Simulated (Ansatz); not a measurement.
# Ti (hcp): from the first guess to the electronic structure, part 2 of 2

Task: find the zero-pressure cell of Ti (hcp) and describe its electrons.

Ansatz 0.2.0; DFT r²SCAN, scalar-relativistic, plane waves, PAW (the target; the first runs use scalar-relativistic PBE). Earlier steps stand in the parts before.

### Step 5. Stepping to 17.313 Å³/atom, shape and atoms relaxed

File input.yaml:

```yaml
crystal:
  lattice:
    - [2.9349940132, 0.0, 0.0]
    - [-1.4674970066, 2.5417793753, 0.0]
    - [0.0, 0.0, 4.6415898625]
  atoms:
    - { symbol: Ti, position: [0.3333333333, 0.6666666667, 0.75] }
    - { symbol: Ti, position: [0.6666666667, 0.3333333333, 0.25] }
basis:
  ecutwfc: 500
  ecutrho_ratio: 4
kpoints:
  mp_grid: { grid: [16, 16, 10] }
hamiltonian:
  xc: r2scan
scf:
  occupations: { method: gaussian, width: 0.05 }
output:
  forces: true
  stress: true
  eigenvalues: true
relax:
  f_tol: 0.01
  max_steps: 40
  cell: { stress_tol: 0.1, fix: [volume] }
```

What it wrote (excerpt; [...] marks lines left out):

```text
Warning: RAYON_NUM_THREADS=8 ignored (pool sized by the plan → 8); use --threads N
[...]
Pseudopotentials: kind: paw
Pseudopotential: Ti, paw, valence charge 12, recommended cutoff 500 eV (meta_gga), Ti.paw.azcp
Functional definition: r2SCAN
[...]
Crystal: 2 atoms, lattice volume = 34.627 Å³
Basis set: ecut = 500 eV, 881 PW (Γ), exchange–correlation on 96×96×144 points (64 copies of the dense FFT grid, shifted against one another)
Bands: 16, of which v1, the nominal top of the filled ones, is band 12 counted from 1 (11 counted from 0)
Symmetry: 24 space group operations
Space group: P63/mmc (ITA 194), of the structure as read, at distance tolerance 3.3e-5 Å
k-points: 180 of 2560
[...]
SCF iter   1: F=—  HF=-5008.696576 eV  |F-HF|=—  |Δ(HF+E_count)|=         —  Δρ=1.69e-2  dr2=8.81e-2  dr2_τ=1.57e-2  ethr=1.77e-3  ⟨swp⟩=4.2  Hψ=11903  notcnv=0
[...]
  atom   2  Ti     0.00000000     0.00000000     0.00000000
[...]
--- Stress (GPa, compression-positive) ---
       -0.015980      -0.000000       0.000000
        0.000000      -0.015980       0.000000
        0.000000       0.000000       0.032968
  P = ⅓ Tr σ = 0.0003 GPa (0.003 kbar)
--- Band table (eV; the first three rows and the last of 180) ---
  k-point 0: bands = ["-45.7948", "-45.6492", "-21.3455", "-20.6771", "-20.6771", "-20.6009", "-20.5728", "-20.5728", "6.8133", "10.5936", "14.0543", "14.3224", "14.3224", "14.4424", "14.8568", "14.8568"]
[...]
--- Relaxed structure (1 steps of the walk, 1 accepted, 1 SCFs on fresh bases) ---
  F+E_penalty+E_count = -5008.74056771 eV   max|allowed force component| = 1.850e-17 eV/Å   (the final SCF, on the basis selected at the relaxed cell)
  cell:  # Å, volume = 34.6268 Å³
    - [2.9349940131500936, 0.0, 0.0]
    - [-1.4674970065750468, 2.54177937534322, 0.0]
    - [0.0, 0.0, 4.6415898625]
  atoms:
    - { symbol: Ti, position: [0.33333333333333337, 0.6666666666666667, 0.7500000000000001] }
    - { symbol: Ti, position: [0.6666666666666667, 0.33333333333333337, 0.25] }
```

It took 1.7 s on 8 threads of an x86-64 CPU, shared host; peak memory 0.63 GiB.

Relaxation path:

```tsv
step	energy from step 1 (meV/atom)	largest force component (eV/Å)	pressure (GPa)	volume (Å³/atom)
1	0.0	0.000	0.00	17.313
2	0.0	0.000	0.00	17.313
```

Step 1 is the start. Step 2 repeats the geometry before it on a plane-wave basis chosen anew for the final cell, which leaves the energy as it was. The run keeps the 24 symmetry operations that it found, so it can't reach a distortion that breaks them.

Read off: volume 17.313 Å³/atom, pressure 0.00 GPa, no gap.

### Step 6. The volume search in one table

```tsv
step	level	mesh	relaxed	volume (Å³/atom)	pressure (GPa)
2	PBE	8×8×4	all	17.338	0.09
3	r²SCAN	16×16×10	shape, atoms	17.338	-0.17
4	r²SCAN	16×16×10	shape, atoms	17.269	0.30
5	r²SCAN	16×16×10	shape, atoms	17.313	0.00
```

The cell before and after:

| cell as typed | before | after | change |
| --- | --- | --- | --- |
| a (Å) | 2.950 | 2.935 | -0.5 % |
| b (Å) | 2.950 | 2.935 | -0.5 % |
| c (Å) | 4.685 | 4.642 | -0.9 % |
| volume (Å³/atom) | 17.653 | 17.313 | -1.9 % |
| shortest distance (Å) | 2.896 | 2.874 | -0.8 % |
| space group | P6_3/mmc | P6_3/mmc | same |

### Step 7. The electronic structure

input.yaml, as its differences from that of step 5:

```diff
@@ -13,2 +13,8 @@
   mp_grid: { grid: [16, 16, 10] }
+  band_path:
+    path:
+      - [[0.0, 0.0, 0.0], [0.5, 0.0, 0.0], [0.33333333, 0.33333333, 0.0], [0.0, 0.0, 0.0], [0.0, 0.0, 0.5], [0.5, 0.0, 0.5], [0.33333333, 0.33333333, 0.5], [0.0, 0.0, 0.5]]
+      - [[0.5, 0.0, 0.5], [0.5, 0.0, 0.0]]
+      - [[0.33333333, 0.33333333, 0.5], [0.33333333, 0.33333333, 0.0]]
+    npoints: 14
 hamiltonian:
@@ -17,2 +23,3 @@
   occupations: { method: gaussian, width: 0.05 }
+  n_extra_bands: 13
 output:
@@ -21,5 +28,4 @@
   eigenvalues: true
-relax:
-  f_tol: 0.01
-  max_steps: 40
-  cell: { stress_tol: 0.1, fix: [volume] }
+  populations: true
+  dos: { projected: true, de: 0.02, nscf_kmesh: { grid: [24, 24, 15] } }
+  bader: false
```

What it wrote:

```text
Warning: RAYON_NUM_THREADS=8 ignored (pool sized by the plan → 8); use --threads N
scf.n_extra_bands = 13 over 12 filled bands (N_el = 24.0): the run solves 25 bands
[... 4 set-up lines as earlier in the session ...]
  parameter k0 = 0.174
  parameter k1 = 0.065
  parameter a1 = 4.9479
  exchange = r2scan_x(k0 = k0, k1 = k1, a1 = a1)
  correlation = r2scan_c
Crystal: 2 atoms, lattice volume = 34.627 Å³
Basis set: ecut = 500 eV, 881 PW (Γ), exchange–correlation on 96×96×144 points (64 copies of the dense FFT grid, shifted against one another)
Bands: 25, of which v1, the nominal top of the filled ones, is band 12 counted from 1 (11 counted from 0)
[... 2 set-up lines as earlier in the session ...]
k-points: 180 of 2560
[... 2 set-up lines as earlier in the session ...]
PAW frozen core: Ti, regenerated for the run's functional (the file was generated under x = pbe(κ = 0.804, μ = 0.2195149727645171), c = pbe(β = 0.06672455060314922))
PAW one-centre angular grid: Ti, 590 points (default); XC on 160 Gauss nodes
[... 2 set-up lines as earlier in the session ...]
Functional: x = r2scan, c = r2scan; τ floored in thin density (d = 2e-4 eV/Å³)
SCF iter   1: F=—  HF=-5008.696627 eV  |F-HF|=—  |Δ(HF+E_count)|=         —  Δρ=1.69e-2  dr2=8.80e-2  dr2_τ=1.57e-2  ethr=1.77e-3  ⟨swp⟩=5.0  Hψ=18405  notcnv=0  defer=110
preconditioner: auto → none  [metal: Δε(μ)=0.038 eV  Ē_g=8.476 eV  σ=0.050 eV  W_gap=0.39  n_scr=8 (ndim 8)  ℏωp=17.8 eV  f_vac=0.000  D(μ)=1.54/eV (n_scr^D=22)  sad-step TF]
SCF iter   2: F=—  HF=-5008.739732 eV  |F-HF|=—  |Δ(HF+E_count)|=   4.31e-2  Δρ=6.00e-3  dr2=1.08e-2  dr2_τ=8.25e-4  ethr=3.67e-4  ⟨swp⟩=3.0  Hψ=9066  notcnv=0  defer=926
SCF iter   3: F=—  HF=-5008.739946 eV  |F-HF|=—  |Δ(HF+E_count)|=   2.14e-4  Δρ=1.61e-3  dr2=3.74e-4  dr2_τ=1.02e-4  ethr=4.51e-5  ⟨swp⟩=2.8  Hψ=6629  notcnv=0  defer=926
SCF iter   4: F=—  HF=-5008.740538 eV  |F-HF|=—  |Δ(HF+E_count)|=   5.91e-4  Δρ=3.58e-4  dr2=1.70e-5  dr2_τ=2.24e-6  ethr=1.56e-6  ⟨swp⟩=2.0  Hψ=6751  notcnv=0  defer=926
SCF iter   5: F=—  HF=-5008.740568 eV  |F-HF|=—  |Δ(HF+E_count)|=   3.01e-5  Δρ=2.22e-5  dr2=1.00e-7  dr2_τ=9.86e-9  ethr=7.08e-8  ⟨swp⟩=2.0  Hψ=5354  notcnv=0  defer=926
SCF iter   6: F=-5008.740568 eV  HF=-5008.740568 eV  |F-HF|=4.57e-10  |Δ(HF+E_count)|=   6.97e-9  Δρ=3.81e-6  dr2=2.76e-9  dr2_τ=1.99e-10  ethr=4.17e-10  ⟨swp⟩=8.0  Hψ=19765  notcnv=0
SCF 1 converged in 6 iterations: F = -5008.740568 eV  dr2 = 2.76e-9
NSCF: frozen V_eff on 129 k-points
NSCF: frozen V_eff on 488 k-points
SCF converged after 6 iterations
Free energy (F): -5008.740568 eV
Harris-Foulkes:  -5008.740568 eV  (|F-HF|=4.57e-10)
Internal energy: -5008.738203 eV  (E = F + TS)
E sigma→0 (E₀):  -5008.739385 eV
Entropy (-TS):   -0.002365 eV (-1.182 meV/atom)
Fermi energy:    13.465596 eV
--- Per-component energies (eV) ---
  E_band       = -340.338563
  E_kinetic    = 544.792055
  E_local      = -1615.274040  (includes V_loc(G=0)·N_el)
  E_nonlocal   = 14.437695
  E_hartree    = 661.448429
  E_xc         = -185.713230
  E_vxc        = -265.426782  (∫ρ·V_xc dr)
  E_paw        = -2113.321326  (= ΣΔE_a)
  E_vpaw       = -360.008248  (= ΣTr[D̂ρ^β])
  E_aug_tail   = 0.000171  (compensation charges beyond the density's cutoff)
  E_vtau       = 18.241646  (kinetic-family band-sum trace: ∫τ·v_τ [+ j·A + Jᵃ·Aᵃ] dr)
  E_ewald      = -2314.601043
  E_core_change = -0.506914  (= ΣΔE_core)
  E_smearing   = -0.002365  (= −TS)
  E_closure    = -0.000000  (closes the sum)
  Σ components = -5008.740568   (vs F -5008.740568, Δ=0.00e0)
--- Forces (eV/Å), atoms counted from 1 ---
  atom   1  Ti     0.00000000     0.00000000     0.00000000
  atom   2  Ti    -0.00000000    -0.00000000     0.00000000
  max |Σ_I F_I| component: 3.70e-17 eV/Å
--- Stress (GPa, compression-positive) ---
       -0.016095      -0.000000       0.000000
       -0.000000      -0.016095       0.000000
        0.000000       0.000000       0.032830
  P = ⅓ Tr σ = 0.0002 GPa (0.002 kbar)
--- Band table (eV; the first three rows and the last of 180) ---
  k-point 0: bands = ["-45.7948", "-45.6492", "-21.3455", "-20.6770", "-20.6770", "-20.6008", "-20.5728", "-20.5728", "6.8134", "10.5936", "14.0543", "14.3224", "14.3224", "14.4425", "14.8568", "14.8568", "15.2801", "15.2801", "16.8487", "16.8487", "22.1975", "28.5714", "31.4224", "31.5325", "33.6296"]
  k-point 1: bands = ["-45.7912", "-45.6528", "-21.3280", "-20.6745", "-20.6745", "-20.6199", "-20.5754", "-20.5754", "6.9025", "10.5437", "13.9153", "14.2812", "14.2812", "14.3903", "14.8077", "14.8077", "15.3779", "15.3779", "16.8557", "16.8557", "22.5195", "28.4546", "31.1849", "31.5925", "33.5650"]
  k-point 2: bands = ["-45.7810", "-45.6633", "-21.2770", "-20.6749", "-20.6671", "-20.6671", "-20.5829", "-20.5829", "7.1651", "10.3612", "13.6224", "14.2055", "14.2055", "14.2419", "14.6801", "14.6801", "15.6172", "15.6172", "16.8572", "16.8572", "23.3851", "28.2110", "30.6375", "31.5330", "33.4450"]
  k-point 179: bands = ["-45.6376", "-45.6376", "-21.1575", "-21.1575", "-20.9503", "-20.9503", "-20.7021", "-20.7021", "11.9630", "11.9630", "12.5169", "12.5169", "13.1167", "13.1167", "15.3054", "15.3054", "16.8091", "16.8091", "20.2233", "20.2233", "22.2292", "22.2292", "23.6356", "23.6356", "31.6874"]
--- Löwdin populations: 2 sites ---
  site symbol       q [e]
     0     Ti     11.8440
     1     Ti     11.8440
  spilling = 0.012997 (of n_electrons = 24.000000)
```

It took 2.7 s on 8 threads of an x86-64 CPU, shared host; peak memory 0.7 GiB.

Read off: volume 17.313 Å³/atom, pressure 0.00 GPa, a metal on this mesh.

Levels next to the Fermi level at the named points, in eV from the Fermi level:

```tsv
point	filled	empty
Γ	-6.65 -2.87	0.59 0.86 0.86
M	-2.29 -1.95 -0.84	0.60 0.70 1.27
K	-1.56 -1.56 -1.44	0.29 0.29 1.65
A	-4.69 -4.69	0.07 0.07 0.77
L	-2.69 -0.88 -0.88	1.25 1.25 1.90
H	-1.09 -0.34 -0.34	1.85 1.85 3.32
```

Where fewer filled levels are listed, no further ones lie within 9 eV under the Fermi level in the band file.

Bands that cross the Fermi level on the path (counted from 0), with the number of crossings: 10: 6, 11: 4, 12: 3, 13: 3.

The density of states, summed over windows 1 eV wide (Fermi level at zero):

```tsv
from	to	total	Ti 3d	Ti 4s
-7	-6	0.05	0.00	0.04
-6	-5	0.20	0.00	0.17
-5	-4	0.34	0.03	0.28
-4	-3	0.62	0.16	0.42
-3	-2	1.74	1.18	0.50
-2	-1	2.49	2.21	0.16
-1	0	2.48	2.18	0.11
0	1	3.59	3.26	0.12
1	2	3.27	3.06	0.07
2	3	2.22	2.17	0.02
3	4	4.47	4.30	0.12
4	5	1.04	0.62	0.22
5	6	0.73	0.25	0.18
```

The projection uses the shells of the potentials' files: it has no valence p orbitals on Ti, so such weight is missing from the shares.

### Step 8. Summary of results

This closing draws on all 2 parts. Changes of volume or cell count from the first structure of part 1.

```
                 quantity                                                                       value
              space group                                                          P6_3/mmc (No. 194)
        conventional cell  a = 2.935 Å, b = 2.935 Å, c = 4.642 Å, α = 90.00°, β = 90.00°, γ = 120.00°
                   volume                                                              17.313 Å³/atom
                 pressure                                                                    0.00 GPa
                      gap                                                                none (metal)
states at the Fermi level     about 2.4 (mean within 0.5 eV; 1.5 at the level itself) per eV per cell
```

Over the 4 runs shown the cell moved from 17.65 to 17.31 Å³/atom, a change of -1.9 %, where the pressure is zero within 0.01 GPa. It comes out metallic; the largest share of the states at the Fermi level is Ti 3d (96 % of the projected weight). A measured lattice constant a of Ti is 2.9536 Å (298 K; “Impact of oxygen ordering on titanium lattice parameters”, 2024, arxiv:2402.07147); the calculated 2.935 Å misses it by -0.6 %. 4 values of this kind are on record (2.9536 to 2.9646 Å); this one was drawn at random, colder ones first, those with a stated uncertainty first. The calculation is for 0 K without zero-point motion. A measured lattice constant c of Ti is 4.685 Å (298 K; “Impact of oxygen ordering on titanium lattice parameters”, 2024, arxiv:2402.07147); the calculated 4.642 Å misses it by -0.9 %. 4 values of this kind are on record (4.685 to 4.7036 Å); this one was drawn at random, colder ones first, those with a stated uncertainty first.
